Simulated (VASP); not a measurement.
# CuAu (P4/mmm) in VASP: a series of runs

Runs on CuAu. Level: PBE. Tasks: single point.

Program: VASP 6.6.1. These are calculated values, not measurements. Logs are shortened: lines on timing, memory, paths and dates and some standing lists are left out, and cuts for length are marked.

## (1) The structure

The structure is tetragonal, space group P4/mmm (No. 123). Conventional cell: a = 2.811 Å, b = 2.811 Å, c = 3.685 Å, α = 90.00°, β = 90.00°, γ = 90.00°. Au (site symmetry 4/mmm) is surrounded by 8 Cu at 2.71 Å and 4 Au at 2.81 Å. Around Cu (site symmetry 4/mmm) lie 8 Au at 2.71 Å and 4 Cu at 2.81 Å.

## (2) Single point, PBE

Contents of INCAR:

```
SYSTEM = CuAu
ADDGRID  = .FALSE.      
ALGO     = Normal         ! electronic algorithm
EDIFF    = 1E-6           ! SCF threshold, eV
ENCUT    = 900            ! plane-wave cutoff, eV
GGA      = PE             ! functional
ISIF     = 2              ! what is computed and relaxed
ISMEAR   = 1              ! smearing method
LASPH    = .TRUE.         ! aspherical terms in the spheres
LCHARG   = .FALSE.        ! write CHGCAR
LREAL    = .FALSE.        ! projectors in reciprocal space
LWAVE    = .FALSE.        ! write WAVECAR
NBANDS   = 18             ! bands
NELM     = 100            ! most SCF steps
PREC     = Accurate       ! precision mode
SIGMA    = 0.2            ! smearing width, eV
```

Contents of KPOINTS:

```
k-points
0
G
  5 5 4
  0 0 0
```

Contents of POSCAR:

```
CuAu
1.0
    2.8107494552      0.0000000000      0.0000000000
    0.0000000000      2.8107494552      0.0000000000
    0.0000000000      0.0000000000      3.6850000000
Au Cu
1 1
Direct
    0.0257070000      0.0114430000     -0.0258500000
    0.4994280000      0.4658820000      0.5068750000
```

Potentials or basis: VASP PAW PBE potentials, release 64 (Au, Cu).

The run is started by

```sh
$ cat potpaw_PBE.64/Au/POTCAR potpaw_PBE.64/Cu/POTCAR > POTCAR
$ mpirun -np 1 vasp_std > vasp.out
```

OUTCAR:

```text
SYSTEM = CuAu
   EDIFF = 1E-6
   ENCUT = 900
   GGA = PE
   ISIF = 2
   ISMEAR = 1
   LASPH = .TRUE.
   LREAL = .FALSE.
   NELM = 100
   PREC = Accurate

 Found     51 irreducible k-points:

 Following reciprocal coordinates:
            Coordinates               Weight
  0.000000  0.000000  0.000000      1.000000
  0.200000  0.000000  0.000000      2.000000
  0.000000  0.200000  0.000000      2.000000
  0.400000  0.000000  0.000000      2.000000
  0.000000  0.400000  0.000000      2.000000
  0.200000  0.200000  0.000000      2.000000
   k-points           NKPTS =     51   k-points in BZ     NKDIM =     51   number of bands    NBANDS=     18
   number of dos      NEDOS =    301   number of ions     NIONS =      2
   total plane-waves  NPLWV =  28224
   dimension x,y,z NGX =    28 NGY =   28 NGZ =   36
   dimension x,y,z NGXF=    56 NGYF=   56 NGZF=   72
   ions per type =               1   1
   NGX,Y,Z   is equivalent  to a cutoff of  16.56, 16.56, 16.24 a.u.
   NGXF,Y,Z  is equivalent  to a cutoff of  33.12, 33.12, 32.48 a.u.
 SYSTEM =  CuAu
   PREC   = accura    normal or accurate (medium, high low for compatibility)
   ISTART =      0    job   : 0-new  1-cont  2-samecut
   ICHARG =      2    charge: 1-file 2-atom 10-const
   ISPIN  =      1    spin polarized calculation?
   LNONCOLLINEAR =      F non collinear calculations
   LSORBIT =      F    spin-orbit coupling
   LASPH  =      T    aspherical Exc in radial PAW
   ENCUT  =  900.0 eV  66.15 Ry    8.13 a.u.   6.88  6.88  9.01*2*pi/ulx,y,z
   NELM   =    100;   NELMIN=  2; NELMDL= -5     # of ELM steps
   EDIFF  = 0.1E-05   stopping-criterion for ELM
   LREAL  =      F    real-space projection
   EDIFFG = 0.1E-04   stopping-criterion for IOM
   NSW    =      0    number of steps for IOM
   IBRION =     -1    ionic relax: 0-MD 1-quasi-New 2-CG
   NFREE  =      0    steps in history (QN), initial steepest desc. (CG)
   ISIF   =      2    stress and relaxation
   ISYM   =      2    0-nonsym 1-usesym 2-fastsym
   POTIM  = 0.5000    time-step for ionic-motion
   TEBEG  =    0.0;   TEEND  =   0.0 temperature during run
   PSTRESS=    0.0 pullay stress
   NELECT =      22.0000    total number of electrons
   NUPDOWN=      -1.0000    fix difference up-down
   EMIN   =  10.00;   EMAX   =-10.00  energy-range for DOS
   EFERMI =   0.00;   METHOD = LEGACY
   ISMEAR =     1;   SIGMA  =   0.20  broadening in eV -4-tet -1-fermi 0-gaus
   EFERMI_NEDOS =   21; number of points for ismear=-14 and -15
   IALGO  =     38    algorithm
   IMIX   =      4    mixing-type and parameters
     AMIX     =   0.40;   BMIX     =  1.00
     AMIX_MAG =   1.60;   BMIX_MAG =  1.00
  volume/ion in A,a.u.               =      14.56        98.23
  Fermi-wavevector in a.u.,A,eV,Ry     =   1.491152  2.817868 30.253005  2.223533
  Thomas-Fermi vector in A             =   2.603843
   LORBIT       =      0    0 simple, 1 ext, 2 COOP (PROOUT), +10 PAW based schemes
   GGA     = PE    functional components
   LHFCALC =     F    Hartree Fock is set to
   AEXX    =    0.0000 exact exchange contribution
   IVDW    =     0    specifies the selected vdW correction
   LEPSILON=     F    determine dielectric tensor
   LRPA    =     F    only Hartree local field effects (RPA)
 non-spin polarized calculation
 Methfessel and Paxton  Order N= 1 SIGMA  =   0.20
  energy-cutoff  :      900.00
  volume of cell :       29.11
 maximum number of plane-waves:      1803
   NGX = 13   NGY = 13   NGZ = 19

 number of electron      21.9999992 magnetization

 Free energy of the ion-electron system (eV)
  ---------------------------------------------------
  ext. energy  EPLUGINS =         0.00000000
  ---------------------------------------------------
  free energy    TOTEN  =        -7.05571361 eV

  energy without entropy =       -7.05367047  energy(sigma->0) =       -7.05503257

 E-fermi :   9.0262     XC(G=0): -12.6521

 val. band max:        8.9903134464   @ k =   0.2000   0.4000   0.5000
 cond. band min:       9.2742051427   @ k =  -0.4000  -0.4000   0.2500
 fundamental gap:      0.2838916964
 Fermi energy:         9.0262253739

 k-point     1 :       0.0000    0.0000    0.0000
  band No.  band energies     occupation
      1      -1.0374      2.00000
      2       2.1337      2.00000
      3       2.2680      2.00000
      4       4.6151      2.00000
      5       4.6943      2.00000
      6       5.7347      2.00000
      7       5.8709      2.00000
      8       6.5425      2.00000
      9       7.0053      2.00000
     10       7.1910      2.00000
     11       7.2763      2.00000
     12      10.9303     -0.00000
     13      16.6797      0.00000
     14      18.8130      0.00000
     15      18.8962      0.00000
     16      25.3065      0.00000
     17      25.4531      0.00000
     18      26.2554      0.00000

 k-point     2 :       0.2000    0.0000    0.0000
  band No.  band energies     occupation
      1      -0.1535      2.00000
      2       2.4586      2.00000
      3       2.8772      2.00000
      4       4.1147      2.00000
      5       4.8436      2.00000
      6       5.3309      2.00000
      7       5.9605      2.00000
      8       6.3670      2.00000
      9       6.6085      2.00000
     10       6.7749      2.00000
     11       7.0693      2.00000
     12      12.9857     -0.00000
     13      14.3546      0.00000
     14      17.2140      0.00000
     15      20.3411      0.00000
     16      24.0727      0.00000
     17      25.7801      0.00000
     18      27.4695      0.00000

 k-point     3 :       0.0000    0.2000    0.0000
  band No.  band energies     occupation
      1      -0.1572      2.00000
      2       2.4452      2.00000
      3       2.8948      2.00000
      4       4.1473      2.00000
      5       4.8117      2.00000
      6       5.3520      2.00000
      7       5.9663      2.00000
      8       6.3403      2.00000
      9       6.6072      2.00000
     10       6.7347      2.00000
     11       7.1042      2.00000
     12      12.9706     -0.00000
     13      14.3780      0.00000
     14      17.2193      0.00000
     15      20.2868      0.00000
     16      24.1201      0.00000
     17      25.8118      0.00000
     18      27.5198      0.00000

 k-point     4 :       0.4000    0.0000    0.0000
  band No.  band energies     occupation
      1       1.6567      2.00000
      2       3.0624      2.00000
      3       3.3020      2.00000
      4       4.1186      2.00000
      5       4.6727      2.00000
      6       5.1566      2.00000
      7       5.8248      2.00000
      8       5.9468      2.00000
      9       6.4316      2.00000
     10       6.7150      2.00000
     11       7.2309      2.00000
     12       9.8399     -0.00000
     13      16.6781      0.00000
     14      17.6506      0.00000
     15      21.0511      0.00000
     16      21.8632      0.00000
     17      23.7060      0.00000
     18      25.2257      0.00000

 k-point     5 :       0.0000    0.4000    0.0000
  band No.  band energies     occupation
      1       1.6394      2.00000
      2       3.0569      2.00000
      3       3.3246      2.00000
      4       4.1405      2.00000
      5       4.6996      2.00000
      6       5.1859      2.00000
      7       5.7741      2.00000
      8       5.9108      2.00000
      9       6.4061      2.00000
     10       6.7459      2.00000
     11       7.2107      2.00000
     12       9.8613     -0.00000
     13      16.6301      0.00000
     14      17.6426      0.00000
     15      21.0668      0.00000
     16      21.9078      0.00000
     17      23.7743      0.00000
     18      25.2397      0.00000

 k-point     6 :       0.2000    0.2000    0.0000
  band No.  band energies     occupation
      1       0.6951      2.00000
      2       3.0311      2.00000
      3       3.1524      2.00000
      4       4.0255      2.00000
      5       4.2496      2.00000
      6       4.8318      2.00000
      7       6.1795      2.00000
      8       6.2076      2.00000
      9       6.4644      2.00000
     10       6.7360      2.00000
     11       7.2632      2.00000
     12      14.3973      0.00000
     13      15.3202      0.00000
     14      15.4098      0.00000
     15      18.0531      0.00000
     16      26.0288      0.00000
     17      26.0804      0.00000
     18      26.5243      0.00000

 [... further k-points ...]

------------------------ aborting loop because EDIFF is reached ----------------------------------------

  FORCE on cell =-STRESS in cart. coord.  units (eV):
  Direction    XX          YY          ZZ          XY          YZ          ZX
  --------------------------------------------------------------------------------------
  -------------------------------------------------------------------------------------
  Total        1.2167605      1.1313877      1.1875590      0.1098423     -0.3399880     -0.2046365
  in kB       66.9628484     62.2644681     65.3557815      6.0450275    -18.7108010    -11.2619053
  external PRESSURE =      64.8610327 kB  Pullay stress =       0.0000000 kB

 VOLUME and BASIS-vectors are now :
 -----------------------------------------------------------------------------
  energy-cutoff  :      900.00
  volume of cell :       29.11
      direct lattice vectors                 reciprocal lattice vectors
     2.810749455  0.000000000  0.000000000     0.355776997  0.000000000  0.000000000
     0.000000000  2.810749455  0.000000000     0.000000000  0.355776997  0.000000000
     0.000000000  0.000000000  3.685000000     0.000000000  0.000000000  0.271370421

 POSITION                                       TOTAL-FORCE (eV/Angst)
 -----------------------------------------------------------------------------------
      0.07226      0.03216      3.58974        -0.309168     -0.516339      0.900571
      1.40377      1.30948      1.86783         0.309168      0.516339     -0.900571
 -----------------------------------------------------------------------------------
    total drift:                               -0.000012      0.000427     -0.000183

  FREE ENERGIE OF THE ION-ELECTRON SYSTEM (eV)
  ---------------------------------------------------
  free  energy   TOTEN  =        -7.0557136140 eV

  energy  without entropy=       -7.0536704730  energy(sigma->0) =       -7.05503257
```

Run time: 39 s. Hardware: 1 thread of Intel Xeon Platinum 8375C at 2.90GHz (Ice Lake), shared host; peak memory 0.22 GiB.

The run converged, but some of its settings lie outside the range that counts as converged, so its numbers aren't taken as properties of the crystal.

What came out:

```
Free energy            : -7.0557 eV
Pressure               : 6.5 GPa
Largest force          : 1.083 eV/Å
Band gap on the k mesh : none (metal or under the smearing width)
```

Caveat: the k mesh is coarse (spacing up to 0.45 Å⁻¹), so the values aren't converged.

## (3) Single point, PBE

Edit INCAR of step 2 so:

```diff
@@ -4,3 +4,3 @@
 EDIFF    = 1E-6           ! SCF threshold, eV
-ENCUT    = 900            ! plane-wave cutoff, eV
+ENCUT    = 520            ! plane-wave cutoff, eV
 GGA      = PE             ! functional
```

Contents of KPOINTS:

```
k-points
0
G
  7 7 5
  0 0 0
```

Contents of POSCAR:

```
CuAu
1.0
    2.8107494552      0.0000000000      0.0000000000
    0.0000000000      2.8107494552      0.0000000000
    0.0000000000      0.0000000000      3.6850000000
Au Cu
1 1
Direct
    0.0000000000      0.0000000000      0.0000000000
    0.5000000000      0.5000000000      0.5000000000
```

Potentials or basis: VASP PAW PBE potentials, release 64 (Au, Cu).

The run is started by

```sh
$ cat potpaw_PBE.64/Au/POTCAR potpaw_PBE.64/Cu/POTCAR > POTCAR
$ mpirun -np 1 vasp_std > vasp.out
```

OUTCAR:

```text
SYSTEM = CuAu
   EDIFF = 1E-6
   ENCUT = 520
   GGA = PE
   ISIF = 2
   ISMEAR = 1
   LASPH = .TRUE.
   LREAL = .FALSE.
   NELM = 100
   PREC = Accurate

 Found     30 irreducible k-points:

 Following reciprocal coordinates:
            Coordinates               Weight
  0.000000  0.000000  0.000000      1.000000
  0.142857  0.000000  0.000000      4.000000
  0.285714  0.000000  0.000000      4.000000
  0.428571  0.000000  0.000000      4.000000
  0.142857  0.142857  0.000000      4.000000
  0.285714  0.142857  0.000000      8.000000
   k-points           NKPTS =     30   k-points in BZ     NKDIM =     30   number of bands    NBANDS=     18
   number of dos      NEDOS =    301   number of ions     NIONS =      2
   total plane-waves  NPLWV =  16128
   dimension x,y,z NGX =    24 NGY =   24 NGZ =   28
   dimension x,y,z NGXF=    48 NGYF=   48 NGZF=   56
   ions per type =               1   1
   NGX,Y,Z   is equivalent  to a cutoff of  14.20, 14.20, 12.63 a.u.
   NGXF,Y,Z  is equivalent  to a cutoff of  28.39, 28.39, 25.26 a.u.
 SYSTEM =  CuAu
   PREC   = accura    normal or accurate (medium, high low for compatibility)
   ISTART =      0    job   : 0-new  1-cont  2-samecut
   ICHARG =      2    charge: 1-file 2-atom 10-const
   ISPIN  =      1    spin polarized calculation?
   LNONCOLLINEAR =      F non collinear calculations
   LSORBIT =      F    spin-orbit coupling
[... 54 lines left out ...]

 val. band max:        8.6632004620   @ k =   0.4286   0.0000   0.4000
 cond. band min:       8.9511994012   @ k =   0.2857   0.1429   0.4000
 fundamental gap:      0.2879989393
 Fermi energy:         8.6761156824

 k-point     1 :       0.0000    0.0000    0.0000
  band No.  band energies     occupation
      1      -1.0354      2.00000
      2       2.1389      2.00000
      3       2.2831      2.00000
      4       4.6705      2.00000
      5       4.6705      2.00000
      6       5.7370      2.00000
[... 103 lines left out ...]
      5       4.5210      2.00000
      6       4.8467      2.00000
[... 10 lines left out ...]
     17      24.2957      0.00000
     18      26.5428      0.00000

 [... further k-points ...]

------------------------ aborting loop because EDIFF is reached ----------------------------------------

  FORCE on cell =-STRESS in cart. coord.  units (eV):
  Direction    XX          YY          ZZ          XY          YZ          ZX
  --------------------------------------------------------------------------------------
  -------------------------------------------------------------------------------------
  Total        0.8593787      0.8593787      0.6348952      0.0000000      0.0000000      0.0000000
  in kB       47.2948024     47.2948024     34.9406411      0.0000000      0.0000000      0.0000000
  external PRESSURE =      43.1767486 kB  Pullay stress =       0.0000000 kB

 VOLUME and BASIS-vectors are now :
 -----------------------------------------------------------------------------
  energy-cutoff  :      520.00
  volume of cell :       29.11
      direct lattice vectors                 reciprocal lattice vectors
     2.810749455  0.000000000  0.000000000     0.355776997  0.000000000  0.000000000
     0.000000000  2.810749455  0.000000000     0.000000000  0.355776997  0.000000000
     0.000000000  0.000000000  3.685000000     0.000000000  0.000000000  0.271370421

 POSITION                                       TOTAL-FORCE (eV/Angst)
 -----------------------------------------------------------------------------------
      0.00000      0.00000      0.00000         0.000000      0.000000      0.000000
      1.40537      1.40537      1.84250         0.000000      0.000000      0.000000
 -----------------------------------------------------------------------------------
    total drift:                                0.000000      0.000000     -0.000000

  FREE ENERGIE OF THE ION-ELECTRON SYSTEM (eV)
  ---------------------------------------------------
  free  energy   TOTEN  =        -7.0817822715 eV

  energy  without entropy=       -7.0823677112  energy(sigma->0) =       -7.08197742
```

OSZICAR:

```text
N       E                     dE             d eps       ncg     rms          rms(c)
DAV:   1     0.128382053286E+03    0.12838E+03   -0.10946E+04  1152   0.171E+03
DAV:   2    -0.269520790292E+01   -0.13108E+03   -0.12353E+03  1094   0.296E+02
DAV:   3    -0.797818381812E+01   -0.52830E+01   -0.52031E+01  1240   0.696E+01
DAV:   4    -0.805720562833E+01   -0.79022E-01   -0.78948E-01  1396   0.709E+00
DAV:   5    -0.805912879744E+01   -0.19232E-02   -0.19231E-02  1410   0.110E+00    0.115E+01
DAV:   6    -0.752136029881E+01    0.53777E+00   -0.68743E+00  1166   0.712E+01    0.547E+00
DAV:   7    -0.714538572020E+01    0.37597E+00   -0.26894E+00  1308   0.749E+01    0.560E+00
DAV:   8    -0.708915940354E+01    0.56226E-01   -0.20986E-01  1560   0.109E+01    0.270E+00
DAV:   9    -0.708192977907E+01    0.72296E-02   -0.16715E-02  1644   0.300E+00    0.898E-02
DAV:  10    -0.708178672691E+01    0.14305E-03   -0.17415E-03  1390   0.485E-01    0.730E-02
DAV:  11    -0.708178726352E+01   -0.53661E-06   -0.53670E-05  1460   0.823E-02    0.329E-02
DAV:  12    -0.708178255582E+01    0.47077E-05   -0.79454E-06  1478   0.873E-02    0.522E-03
DAV:  13    -0.708178227146E+01    0.28435E-06   -0.31762E-07   624   0.828E-03
   1 F= -.70817823E+01 E0= -.70819774E+01  d E =0.585440E-03
```

Run time: 13 s. Hardware: 1 thread of Intel Xeon Platinum 8375C at 2.90GHz (Ice Lake), shared host; peak memory 0.15 GiB.

The run converged, but some of its settings lie outside the range that counts as converged, so its numbers aren't taken as properties of the crystal.

Results:

```
Free energy            : -7.0818 eV
Pressure               : 4.3 GPa
Band gap on the k mesh : none (metal or under the smearing width)
```

## (4) Single point, PBE

INCAR is that of step 3.

KPOINTS is that of step 3.

Contents of POSCAR:

```
CuAu
1.0
    2.8107494552      0.0000000000      0.0000000000
    0.0000000000      2.8107494552      0.0000000000
    0.0000000000      0.0000000000      3.6850000000
Au Cu
1 1
Direct
    0.0257070000      0.0114430000     -0.0258500000
    0.4994280000      0.4658820000      0.5068750000
```

The run is started by

```sh
$ cat potpaw_PBE.64/Au/POTCAR potpaw_PBE.64/Cu/POTCAR > POTCAR
$ mpirun -np 1 vasp_std > vasp.out
```

Run time: 36 s. Hardware: 1 thread of Intel Xeon Platinum 8375C at 2.90GHz (Ice Lake), shared host; peak memory 0.2 GiB.

The run converged, but some of its settings lie outside the range that counts as converged, so its numbers aren't taken as properties of the crystal.

Results:

| Item | Value |
| --- | --- |
| Free energy | -6.9872 eV |
| Pressure | 6.6 GPa |
| Largest force | 1.095 eV/Å |
| Band gap on the k mesh | none (metal or under the smearing width) |

## (5) Single point, PBE

Edit INCAR of step 4 so:

```diff
@@ -4,3 +4,3 @@
 EDIFF    = 1E-6           ! SCF threshold, eV
-ENCUT    = 520            ! plane-wave cutoff, eV
+ENCUT    = 280            ! plane-wave cutoff, eV
 GGA      = PE             ! functional
```

Contents of KPOINTS:

```
k-points
0
G
  10 10 8
  0 0 0
```

Contents of POSCAR:

```
CuAu
1.0
    2.8107494552      0.0000000000      0.0000000000
    0.0000000000      2.8107494552      0.0000000000
    0.0000000000      0.0000000000      3.6850000000
Au Cu
1 1
Direct
    0.0000000000      0.0000000000      0.0000000000
    0.5000000000      0.5000000000      0.5000000000
```

The run is started by

```sh
$ cat potpaw_PBE.64/Au/POTCAR potpaw_PBE.64/Cu/POTCAR > POTCAR
$ mpirun -np 1 vasp_std > vasp.out
```

Wall time 13 s (1 thread of Intel Xeon Platinum 8375C at 2.90GHz (Ice Lake), shared host); peak memory 0.13 GiB.

The run converged, but a check on its numbers failed (symmetry, net force, bounds or a known fault of this set-up), so they aren't taken as properties of the crystal.

Caveat: the cutoff lies under the usual one of these potentials, so the numbers hold a large basis-set error.
